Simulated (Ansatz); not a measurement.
**Relaxing Rh**

The calculation used Ansatz 0.2.0, DFT PBE, scalar-relativistic, plane waves, PAW. Run with 420 eV cutoff, 20×20×14 k-mesh, Gaussian smearing of 0.10 eV, no spin polarisation.

What was changed: uniaxial strain along a, with b, c and atoms relaxed: -3.0 %.

Command:

```bash
ansatz run input.yaml --threads 1 --pin off --max-ram 2560MiB --backend cpu --events-out ev --progress --plain --runs-dir out
```

Input:

```yaml
crystal:
  lattice:
    - [1.8575198789, 1.8575198789, 0.0]
    - [-1.9293312144, 1.9293312144, 0.0]
    - [0.0, 0.0, 3.8586624288]
  atoms:
    - { symbol: Rh, position: [0.0, 0.0, 0.0] }
    - { symbol: Rh, position: [0.5, 0.5, 0.5] }
basis:
  ecutwfc: 420
kpoints:
  mp_grid: { grid: [20, 20, 14] }
hamiltonian:
  xc: pbe
scf:
  occupations: { method: gaussian, width: 0.1 }
output:
  forces: true
  stress: true
  eigenvalues: true
relax:
  adjacent_minimum: "off"
  f_tol: 0.008
  max_steps: 40
  cell: { stress_tol: 0.015, fix: [a, angles] }
```

F is the free energy. Steps run on the plane waves of an earlier cell, but the last one, and at times one on the way, on a freshly chosen basis, so a repeated geometry can differ a little in energy. The held parts of the cell keep their stress, so P needn't end at zero.

Steps:

| step | F − F(1) (eV) | largest force component (eV/Å) | V (Å³/atom) | P (GPa) |
| --- | --- | --- | --- | --- |
| 1 | 0.0000 | 0.000 | 13.829 | 4.64 |
| 2 | -0.0010 | 0.000 | 13.818 | 4.79 |
| 3 | -0.0013 | 0.000 | 13.828 | 4.61 |
| 4 | -0.0013 | 0.000 | 13.826 | 4.65 |
| 5 | -0.0013 | 0.000 | 13.826 | 4.65 |

Relaxed structure:

```xyz
2
Lattice="1.8575 1.8575 0.0000 -1.9190 1.9190 0.0000 0.0000 0.0000 3.8786" Properties=species:S:1:pos:R:3 pbc="T T T"
Rh    0.0000    0.0000    0.0000
Rh   -0.0307    1.8883    1.9393
```

The structure is orthorhombic, space group Immm (No. 71). The conventional cell has a = 2.627 Å, b = 2.714 Å, c = 3.879 Å, α = 90.00°, β = 90.00°, γ = 90.00°. Around Rh (site symmetry mmm) lie 12 Rh at 2.63 to 2.71 Å.

The run converged. The run took 4.5 min on 1 thread of AMD EPYC (Zen 3), on a shared host, peak memory 0.75 GiB.